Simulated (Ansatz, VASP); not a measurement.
## SiC: VASP beside Ansatz

```
Si C
1.0
     2.98372    0.00000    0.00000
    -1.49186    2.58398    0.00000
     0.00000    0.00000    5.04800
Si C
2 2
Cartesian
  0.0000 1.7227 0.0000
  1.4919 0.8613 2.5240
  0.0000 1.7227 1.9435
  1.4919 0.8613 4.4675
```

Change from the starting cell: equal xx and yy strain of -3 %.

Alike in both runs: task single point; functional PBEsol; k mesh 15 × 15 × 8; occupations fermi-dirac, width 0.08 eV; no spin polarisation.

|  | VASP | Ansatz |
| --- | --- | --- |
| version | VASP 6.6.1 | Ansatz 0.2.0 |
| potentials or method | VASP PAW PBE potentials, release 64 (Si, C), cutoff 520 eV | all-electron LAPW, scalar-relativistic |

|  | VASP | Ansatz | Ansatz less VASP |
| --- | --- | --- | --- |
| pressure (GPa) | 17.1 | 16.6 | -0.51 |
| largest component of the traceless stress (GPa) | 17.21 | 16.98 | -0.236 |
| rms of the force components (eV/Å) | 0.669 | 0.663 | -0.0066 |

Atom by atom the forces differ by 0.007 eV/Å (rms over components). Ansatz ran all-electron here, so the differences hold the error of VASP's frozen core and of both bases.

Caveats: so large a pressure means that the cell lies far from this level's equilibrium, or that cutoff or potentials fall short (VASP); the potentials were made for another functional, which shifts forces and pressure (VASP). A k mesh can miss the band edges.
